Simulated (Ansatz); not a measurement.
# The honeycomb BP bilayer (AB) between two gates, part 2 of 3

Aim: screening and gap of the neutral honeycomb BP bilayer (AB) between oppositely charged gates.

Ansatz 0.2.0; plane-wave DFT, PBE-D3(BJ), Ansatz PAW.

So far. Step 2 (Relaxation): The lattice constant a goes from 3.210 to 3.202 Å.

**3. Gated layer, displacement field 0, start network**

The slab is cut off from its images along the normal. Two sheets of opposite charge stand for the gates, so the stack stays neutral in a displacement field; barriers ahead of the sheets keep electrons from leaking to them. The uncharged case sets the zero.

The cell differs from the one that the last finished run ended in (c 37.400 → 36.761 Å).

File input.yaml:

```yaml
crystal:
  lattice:
    - [3.2024037521, 0.0, 0.0]
    - [-1.6012018761, 2.7733630025, 0.0]
    - [0.0, 0.0, 36.7613816743]
  atoms:
    - { symbol: P, position: [0.6666666667, 0.3333333333, 0.4521184066] }
    - { symbol: B, position: [0.3333333333, 0.6666666667, 0.4515608294] }
    - { symbol: P, position: [0.0, 0.0, 0.5484391706] }
    - { symbol: B, position: [0.6666666667, 0.3333333333, 0.5480528609] }
  periodic: [true, true, false]
  symmetry: { detect: true }
kpoints:
  mp_grid: { grid: [54, 54, 1] }
  band_path:
    path: [[0, 0, 0], [0.5, 0, 0], [0.33333333, 0.33333333, 0], [0, 0, 0]]
    npoints: 16
hamiltonian:
  xc: pbe
  dispersion: d3bj
scf:
  occupations: { method: fermi_dirac, width: 0.02585 }
  convergence: { dr2_threshold: 1.0e-10 }
output:
  forces: true
  eigenvalues: true
  dos: { projected: true, e_range: [-3, 3], de: 0.01 }
  write_potential: true
  write_density: true
  volumetric_format: npy
  elf: true
external_charges:
  - { charge: 0, barrier: 10, axis: 3, height: 23.661, sigma: 0.25 }
  - { charge: 0, barrier: 10, axis: 3, height: 13.1, sigma: 0.25 }
```

The run is started by

```sh
$ ansatz run input.yaml --threads 4 --pin off --max-ram 8192MiB --backend cpu --events-out ev --progress --plain --runs-dir out
```

Numbers of over 12 decimals in the logs are rounded to 6 here.

The log of the run:

```text
[...]
Crystal: 4 atoms, lattice volume = 326.494 Å³
Basis set: ecut = 420 eV, 6459 PW (Γ), exchange–correlation on 48×48×500 points (8 copies of the dense FFT grid, shifted against one another)
Bands: 12, of which v1, the nominal top of the filled ones, is band 8 counted from 1 (7 counted from 0)
Symmetry: 6 space group operations
[...]
k-points: 271 of 2916 (time reversal used)
[...]
SCF iter   1: F=—  HF=-1824.048599 eV  |F-HF|=—  |Δ(HF+E_count)|=         —  Δρ=1.33e-3  dr2=1.41e-2  ethr=1.77e-3  ⟨swp⟩=13.7  Hψ=42995  notcnv=0
[...]
SCF iter   9: F=-1824.047429 eV  HF=-1824.047429 eV  |F-HF|=2.53e-10  |Δ(HF+E_count)|=   3.44e-8  Δρ=7.87e-8  dr2=2.11e-11  ethr=1.00e-12  ⟨swp⟩=15.6  Hψ=35056  notcnv=0
SCF 1 converged in 9 iterations: F = -1824.047429 eV  dr2 = 2.11e-11
[...]
NSCF: frozen V_eff on 49 k-points
[...]
SCF converged after 9 iterations
Free energy (F): -1824.047429 eV
[...]
Internal energy: -1824.047429 eV  (E = F + TS)
E sigma→0 (E₀):  -1824.047429 eV
Fermi energy:    -4.705372 eV
[...]
--- Forces (eV/Å), atoms and charges each counted from 1 ---
  atom   1  P     -0.00000000     0.00000000     0.00502798
  atom   2  B     -0.00000000     0.00000000     0.00297989
  atom   3  P     -0.00000000     0.00000000    -0.00646133
  atom   4  B     -0.00000000     0.00000000    -0.00170749
  external charge   1     0.00000000     0.00000000     0.00828535
  external charge   2     0.00000000     0.00000000    -0.00812727
  max |Σ_I F_I| component, the external charges' with the atoms': 2.87e-6 eV/Å
--- Band table (eV; the first three rows and the last of 271) ---
  k-point 0: bands = [... 4 lower, -6.8468, -6.8468, -6.6940, -6.6940, -0.9298, -0.5285, -0.5285, -0.3557]
  k-point 1: bands = [... 4 lower, -6.8757, -6.8579, -6.7223, -6.7048, -0.9259, -0.5410, -0.5064, -0.3646]
  k-point 2: bands = [... 4 lower, -6.9607, -6.8907, -6.8060, -6.7366, -0.9150, -0.5762, -0.4408, -0.3888]
  k-point 270: bands = [... 4 lower, -11.5031, -11.3488, -5.4834, -5.0988, -4.3518, -3.8824, 1.0586, 1.4154]
```

Wall time 36 s (4 threads of Arm Neoverse V2, shared host); peak memory 1.4 GiB; 2.4 min of CPU time.

In the SCF lines HF is the Harris–Foulkes energy and dr2 the Hartree energy of the density residual, in eV; the loop may stop once dr2 is under the threshold and the program's other checks hold. Hψ counts applications of the Hamiltonian.

This step gave:

```yaml
gap_along_the_path: 0.7393 eV
smallest_direct_gap_along_the_path: 0.7470 eV
gap_the_smaller_of_path_and_mesh: 0.7369 eV
potential_beyond_the_upper_barrier_and_gate_less_the_barrier_from_the_fermi_level: 4.783 eV
```

Running mean over a fixed 2.8 Å (it still follows the layers) of the planar mean; beyond a gate it holds the 10 eV model barrier. Table of electron's electrostatic potential energy less the Fermi level by z:

| z (Å) | electron's electrostatic potential energy less the Fermi level (eV) |
| --- | --- |
| 4 | 14.6 |
| 5 | 14.6 |
| 6 | 14.6 |
| 7 | 14.6 |
| 8 | 14.6 |
| 9 | 14.6 |
| 10 | 14.6 |
| 11 | 14.6 |
| 12 | 13.5 |
| 13 | 9.98 |
| 14 | 6.19 |
| 15 | 0.815 |
| 16 | -6.03 |
| 17 | -6.44 |
| 18 | -2.04 |
| 19 | -3.56 |
| 20 | -6.46 |
| 21 | -5.10 |
| 22 | 2.68 |
| 23 | 7.31 |
| 24 | 11.0 |
| 25 | 14.3 |
| 26 | 14.8 |
| 27 | 14.8 |
| 28 | 14.8 |
| 29 | 14.8 |
| 30 | 14.8 |
| 31 | 14.8 |
| 32 | 14.8 |
| 33 | 14.8 |

The density of states has structure finer than the step of the table below, so its rows give means over 0.1 eV, whole bins alone (the curve runs from -3 to 2.35 eV). Peaks (eV: height): -1.89: 1.81, -1.27: 2.99, 0.97: 3.90, 1.35: 1.75.

Table of density of states by energy, zero at the Fermi level of the run, which the smearing sets inside the gap; means over each step:

energy (eV), density of states (states/eV a cell) and a bar:
```
     -2.9       1.86 #########################
     -2.8       1.83 ########################
     -2.7       1.80 ########################
     -2.6       1.78 ########################
     -2.5       1.77 ########################
     -2.4       1.75 #######################
     -2.3       1.75 #######################
     -2.2       1.74 #######################
     -2.1       1.49 ####################
     -2.0       1.40 ###################
     -1.9       1.47 ####################
     -1.8       1.23 ################
     -1.7       1.10 ###############
     -1.6       1.06 ##############
     -1.5       1.04 ##############
     -1.4       1.09 ###############
     -1.3       1.69 #######################
     -1.2       1.51 ####################
     -1.1       1.06 ##############
     -1.0       0.87 ############
     -0.9       0.73 ##########
     -0.8       0.58 ########
     -0.7       0.45 ######
     -0.6       0.41 #####
     -0.5       0.39 #####
     -0.4       0.33 ####
     -0.3       0.00 
     -0.2       0.00 
     -0.1       0.00 
      0.0       0.00 
      0.1       0.00 
      0.2       0.00 
      0.3       0.00 
      0.4       0.22 ###
      0.5       0.25 ###
      0.6       0.28 ####
      0.7       0.34 #####
      0.8       0.48 ######
      0.9       1.15 ###############
      1.0       2.25 ##############################
      1.1       1.25 #################
      1.2       1.16 ###############
      1.3       1.34 ##################
      1.4       1.35 ##################
      1.5       1.12 ###############
      1.6       1.02 ##############
      1.7       0.95 #############
      1.8       0.90 ############
      1.9       0.86 ############
      2.0       0.83 ###########
      2.1       0.80 ###########
      2.2       0.79 ###########
      2.3       1.00 #############
```

Projected DOS per atom over height of the atomic layer and energy from the Fermi level. Layers: BP BP from below.

Values in states/eV, 22 rows by 2 columns, each cell a mean:
```
0.20 0.19
0.19 0.20
0.21 0.22
0.25 0.29
0.26 0.33
0.47 0.37
0.16 0.07
0.10 0.02
0.02 0.00
0.00 0.00
0.00 0.00
0.05 0.13
0.09 0.14
0.18 0.21
0.32 0.39
0.27 0.28
0.28 0.27
0.34 0.34
0.37 0.44
0.43 0.44
0.44 0.45
0.45 0.47
```
Columns: height of the atomic layer (Å) from 16.6 to 20.2; rows upwards: energy from the Fermi level (eV) from -2.98 to 2.32.

Electronic bands along the path, in eV, zero at the Fermi level of the run, which the smearing sets inside the gap:

| point | band 5 | band 6 | band 7 | band 8 | band 9 | band 10 | band 11 | band 12 |
| --- | --- | --- | --- | --- | --- | --- | --- | --- |
| Γ | -2.14 | -2.14 | -1.99 | -1.99 | 3.78 | 4.18 | 4.18 | 4.35 |
| halfway | -4.23 | -3.35 | -3.18 | -2.88 | 2.99 | 3.28 | 4.35 | 4.95 |
| M | -4.16 | -3.98 | -1.89 | -1.27 | 0.95 | 1.33 | 2.30 | 2.63 |
| halfway | -5.53 | -5.34 | -1.54 | -0.94 | 0.95 | 1.16 | 4.29 | 4.61 |
| K | -6.80 | -6.64 | -0.78 | -0.39 | 0.35 | 0.82 | 5.76 | 6.12 |
| halfway | -4.30 | -4.14 | -3.88 | -2.56 | 3.76 | 4.24 | 4.56 | 4.61 |
| Γ | -2.14 | -2.14 | -1.99 | -1.99 | 3.78 | 4.18 | 4.18 | 4.35 |

The electronic bands as a text plot (rows in eV, shown from -8.4 to 2.6 only):

```
    2.4 |             +++++++++                 +++
    1.9 |               + ++                   ++
    1.5 |                +  ++++++           +++
    1.0 |                 +++++++++++++++++++++
    0.6 |                            ++++++++
    0.1 |
   -0.4 |                              ******
   -0.8 |                         ********** **
   -1.3 |                 ********  ***     *  *
   -1.7 |               **   *******         ** ***
   -2.2 |******      ***  ***                  *   *        *****
   -2.6 |  ******   *    *                      *   ***   *****
   -3.1 |    ** ****    *                        **    ***  *
   -3.6 |   ****   ******                          *  *********
   -4.0 |***    *  ** **********                    ***  *     **
   -4.5 |       ***            ***                 *** **
   -4.9 |   **** **              **              ***  *  ****
   -5.4 |***       *              ***           *     *      ****
   -5.9 |           *               **       ***    **
   -6.3 |            *               ***    ***    *
   -6.8 |            ***               *****     **
   -7.2 |             ***                       *
   -7.7 |               **                   ***
   -8.2 |                ***         **********
         Γ                   M           K                      Γ
```

ELF in the ca plane at fractional y = 0.333, with atoms of P and B within 0.2 Å of it. It is the smooth field of the valence electrons, not physical close to the nuclei.

Values, 5 rows by 16 columns, each cell a mean:
```
0.00 0.00 0.00 0.00 0.00 0.04 0.41 0.72 0.69 0.38 0.35 0.68 0.58 0.14 0.01 0.00
0.00 0.00 0.00 0.00 0.00 0.08 0.55 0.51 0.30 0.48 0.29 0.14 0.37 0.12 0.01 0.00
0.00 0.00 0.00 0.00 0.00 0.04 0.42 0.72 0.67 0.38 0.34 0.66 0.57 0.13 0.01 0.00
0.00 0.00 0.00 0.00 0.00 0.01 0.17 0.56 0.62 0.17 0.34 0.67 0.57 0.16 0.01 0.00
0.00 0.00 0.00 0.00 0.00 0.01 0.16 0.55 0.61 0.17 0.34 0.66 0.57 0.16 0.01 0.00
```
Columns run along c (16.0 Å, from fractional 0.23 to 0.67 of the cell), rows up along a (3.2 Å). Atoms in or near the plane, at fractional coordinates: P at (0.45, 0.67), B at (0.55, 0.67).

Electrostatic potential energy in the ca plane at fractional y = 0.333, with atoms of P and B within 0.2 Å of it. With pseudopotentials it is smooth inside the atoms' cores, unlike the true potential.

Ten even steps from '0' (-53 eV) to '9' (10 eV), each cell a mean:
```
99999999999998888887643577888776567888888999
99999999999998888887400157888751147888888999
99999999999998888876200037888730026888888999
99999999999998888887400157888752157888888999
99999999999998888887654577888776677888888999
99999999999998888888776778888776677888888999
99999999999998888888777778888776667888888999
99999999999998888888776778888776677888888999
```
Columns run along c (16.0 Å, from fractional 0.23 to 0.67 of the cell; values clipped at the 3rd and 97th percentile), rows up along a (3.2 Å). Atoms in or near the plane, at fractional coordinates: P at (0.45, 0.67), B at (0.55, 0.67).

Valence density in the ca plane at fractional y = 0.333, with atoms of P and B within 0.2 Å of it. It is the smooth field of the valence electrons, not physical close to the nuclei.

Ten even steps from '0' (0.00 e/Å³) to '9' (0.75 e/Å³), each cell a mean:
```
00000000000000000002589842001258962100000000
00000000000000000013775763101269963100000000
00000000000000000014741573101266563100000000
00000000000000000013786862101269963100000000
00000000000000000002589741001258852100000000
00000000000000000001356421000246642100000000
00000000000000000001245321000235542100000000
00000000000000000001356521000246642100000000
```
Columns run along c (16.0 Å, from fractional 0.23 to 0.67 of the cell), rows up along a (3.2 Å). Atoms in or near the plane, at fractional coordinates: P at (0.45, 0.67), B at (0.55, 0.67).

The gap, the smaller of path and mesh, is 0.737 eV.

**4. Gated layer, displacement field 0.905 V/nm**

input.yaml, as its differences from that of step 3:

```diff
@@ -26,3 +26,2 @@
   eigenvalues: true
-  dos: { projected: true, e_range: [-3, 3], de: 0.01 }
   write_potential: true
@@ -30,5 +29,6 @@
   volumetric_format: npy
-  elf: true
 external_charges:
   - { charge: 0, barrier: 10, axis: 3, height: 23.661, sigma: 0.25 }
+  - { charge: -0.004441, axis: 3, height: 25.161, sigma: 0.5 }
   - { charge: 0, barrier: 10, axis: 3, height: 13.1, sigma: 0.25 }
+  - { charge: 0.004441, axis: 3, height: 11.6, sigma: 0.5 }
```

The log of the run:

```text
[...]
Crystal: 4 atoms, lattice volume = 326.494 Å³
Basis set: ecut = 420 eV, 6459 PW (Γ), exchange–correlation on 48×48×500 points (8 copies of the dense FFT grid, shifted against one another)
Bands: 12, of which v1, the nominal top of the filled ones, is band 8 counted from 1 (7 counted from 0)
Symmetry: 6 space group operations
[...]
k-points: 271 of 2916 (time reversal used)
[...]
SCF iter   1: F=—  HF=-1825.678473 eV  |F-HF|=—  |Δ(HF+E_count)|=         —  Δρ=3.57e-2  dr2=4.88e0  ethr=3.10e-3  ⟨swp⟩=14.0  Hψ=43199  notcnv=0
[...]
SCF iter  12: F=-1824.045260 eV  HF=-1824.045260 eV  |F-HF|=1.00e-11  |Δ(HF+E_count)|=  4.96e-11  Δρ=8.70e-8  dr2=3.00e-11  ethr=1.00e-12  ⟨swp⟩=12.2  Hψ=37320  notcnv=0
SCF 1 converged in 12 iterations: F = -1824.045260 eV  dr2 = 3.00e-11
[...]
SCF converged after 12 iterations
Free energy (F): -1824.045260 eV
[...]
Internal energy: -1824.045260 eV  (E = F + TS)
E sigma→0 (E₀):  -1824.045260 eV
Entropy (-TS):   -0.000000 eV (-0.000 meV/atom)
Fermi energy:    -4.708461 eV
[...]
--- Forces (eV/Å), atoms and charges each counted from 1 ---
  atom   1  P     -0.00000000     0.00000000     0.00713288
  atom   2  B     -0.00000000     0.00000000     0.00036507
  atom   3  P     -0.00000000     0.00000000    -0.00718947
  atom   4  B     -0.00000000     0.00000000     0.00029618
  external charge   1     0.00000000     0.00000000     0.00791288
  external charge   2     0.00000000     0.00000000    -0.00020109
  external charge   3     0.00000000     0.00000000    -0.00851625
  external charge   4     0.00000000     0.00000000     0.00020072
  max |Σ_I F_I| component, the external charges' with the atoms': 9.15e-7 eV/Å
--- Band table (eV; the first three rows and the last of 271) ---
  k-point 0: bands = [... 4 lower, -6.8718, -6.8718, -6.6690, -6.6690, -0.9406, -0.5525, -0.5525, -0.3316]
  k-point 1: bands = [... 4 lower, -6.9005, -6.8828, -6.6974, -6.6798, -0.9367, -0.5639, -0.5305, -0.3417]
  k-point 2: bands = [... 4 lower, -6.9854, -6.9155, -6.7812, -6.7118, -0.9261, -0.5960, -0.4648, -0.3689]
  k-point 270: bands = [... 4 lower, -11.5290, -11.3229, -5.5016, -5.0711, -4.3798, -3.8649, 1.0405, 1.4475]
```

Elapsed: 43 s, on 4 threads; peak memory 1.4 GiB.

Numbers from this step:

* gap along the path: 0.6912 eV
* smallest direct gap along the path: 0.6912 eV
* gap, the smaller of path and mesh: 0.6903 eV
* potential beyond the upper barrier and gate, less the barrier, from the Fermi level: 5.145 eV

Electronic bands along the path, in eV, zero at the Fermi level of the run, which the smearing sets inside the gap:

| point | band 5 | band 6 | band 7 | band 8 | band 9 | band 10 | band 11 | band 12 |
| --- | --- | --- | --- | --- | --- | --- | --- | --- |
| Γ | -2.16 | -2.16 | -1.96 | -1.96 | 3.77 | 4.16 | 4.16 | 4.38 |
| halfway | -4.23 | -3.37 | -3.15 | -2.87 | 2.98 | 3.30 | 4.34 | 4.94 |
| M | -4.18 | -3.95 | -1.89 | -1.26 | 0.94 | 1.35 | 2.29 | 2.64 |
| halfway | -5.55 | -5.32 | -1.55 | -0.93 | 0.93 | 1.18 | 4.28 | 4.62 |
| K | -6.82 | -6.61 | -0.79 | -0.36 | 0.33 | 0.84 | 5.75 | 6.16 |
| halfway | -4.32 | -4.11 | -3.89 | -2.56 | 3.76 | 4.23 | 4.59 | 4.61 |
| Γ | -2.16 | -2.16 | -1.96 | -1.96 | 3.77 | 4.16 | 4.16 | 4.38 |

The electronic bands as a text plot (rows in eV, shown from -8.4 to 2.6 only):

```
    2.4 |             ++++++++++                +++
    2.0 |               + ++                   ++
    1.5 |                +  ++++++           +++
    1.0 |                 +++++++++++++++++++++
    0.6 |                            ++++ +++
    0.1 |                                +
   -0.3 |                              ******
   -0.8 |                         ********** **
   -1.3 |                 ********  ***     *  *
   -1.7 |               **   *******         ** ***
   -2.2 |******      ***  ***                  *   *        *****
   -2.6 |  ******   *    *                      *   ***   *****
   -3.1 |    ** ****    *                        **    ******
   -3.5 |   ****   ******                          *  *********
   -4.0 |***   **  ** **********                    ***  *     **
   -4.5 |       ***            ***                 *** **
   -4.9 |   **** **              **              ***  *  ****
   -5.4 |***       *              ***           *** ***      ****
   -5.8 |           *               **       ***    **
   -6.3 |           **               ***    ***    *
   -6.8 |            ***               ******    **
   -7.2 |             ***                       *
   -7.7 |               **                   ***
   -8.1 |                ***         **********
         Γ                   M           K                      Γ
```

The gap, the smaller of path and mesh, is 0.690 eV.

**5. Gated layer, displacement field 1.81 V/nm**

input.yaml, as its differences from that of step 4:

```diff
@@ -31,4 +31,4 @@
   - { charge: 0, barrier: 10, axis: 3, height: 23.661, sigma: 0.25 }
-  - { charge: -0.004441, axis: 3, height: 25.161, sigma: 0.5 }
+  - { charge: -0.008881, axis: 3, height: 25.161, sigma: 0.5 }
   - { charge: 0, barrier: 10, axis: 3, height: 13.1, sigma: 0.25 }
-  - { charge: 0.004441, axis: 3, height: 11.6, sigma: 0.5 }
+  - { charge: 0.008881, axis: 3, height: 11.6, sigma: 0.5 }
```

The log of the run:

```text
[...]
Crystal: 4 atoms, lattice volume = 326.494 Å³
Basis set: ecut = 420 eV, 6459 PW (Γ), exchange–correlation on 48×48×500 points (8 copies of the dense FFT grid, shifted against one another)
Bands: 12, of which v1, the nominal top of the filled ones, is band 8 counted from 1 (7 counted from 0)
Symmetry: 6 space group operations
[...]
k-points: 271 of 2916 (time reversal used)
[...]
--- Band table (eV; the first three rows and the last of 271) ---
  k-point 0: bands = [... 4 lower, -6.8978, -6.8978, -6.6445, -6.6445, -0.9612, -0.5781, -0.5781, -0.3075]
  k-point 1: bands = [... 4 lower, -6.9265, -6.9088, -6.6729, -6.6553, -0.9574, -0.5886, -0.5560, -0.3186]
  k-point 2: bands = [... 4 lower, -7.0113, -6.9414, -6.7568, -6.6873, -0.9469, -0.6182, -0.4903, -0.3484]
  k-point 270: bands = [... 4 lower, -11.5558, -11.2976, -5.5211, -5.0440, -4.4086, -3.8475, 1.0204, 1.4784]
[key lines of the parts left out:]
SCF converged after 12 iterations
Free energy (F): -1824.040127 eV
Fermi energy:    -4.711714 eV
```

Wall time 43 s (4 threads); peak memory 1.4 GiB; 2.8 min of CPU time.

The gap, the smaller of path and mesh, is 0.635 eV.

(Part 2 of 3 ends here.)

[Logs are printed without paths, hosts, clocks, repeated set-up lines and the standing remarks that a program may print on its own settings, such as how far it seeks lower states.]

[Hosts, paths, dates, database ids (printed as entryN), source tags and the programs' standing remarks are cut or masked in the printed files.]

[Maps of the electrostatic potential energy from Ansatz leave out the sawtooth potential of an applied field or a dipole correction, so their vacuum need not be flat; planar profiles and work functions include it.]

[The density of states shown here was stored with 400 of the rows of the run's finer table, so its peaks can read low, often by over a quarter, or be missed, and its means over a window can be off by a tenth or more.]
